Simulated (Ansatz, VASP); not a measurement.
Ti: VASP beside Ansatz

```
Ti
1.0
     2.93573    0.00000    0.00000
    -1.46787    2.54242    0.00000
     0.00000    0.00000    4.64086
Ti
2
Direct
  0.33333 0.66667 0.25000
  0.66667 0.33333 0.75000
```

Alike in both runs: task single point; functional LDA; k mesh 6 × 6 × 4; occupations gaussian, width 0.1 eV; no spin polarisation.

|  | VASP | Ansatz |
| --- | --- | --- |
| version | VASP 6.6.1 | Ansatz 0.2.0 |
| potentials or method | VASP PAW LDA potentials, release 64 (Ti_sv) | scalar-relativistic, plane waves, PAW |
| plane-wave cutoff (eV) | 520 | 420 |
| valence electrons in the cell | 24 | 24 |

|  | VASP | Ansatz | Ansatz less VASP |
| --- | --- | --- | --- |
| gap on the k mesh at the Fermi level (eV) | none | none | - |
| pressure (GPa) | -8.2 | -8.2 | +0.07 |
| largest component of the traceless stress (GPa) | 0.57 | 0.55 | -0.018 |

A gap of «none» marks a metal or a gap that the smearing closes.

Caveats: the k mesh is coarse (spacing up to 0.41 Å⁻¹), so the values aren't converged.
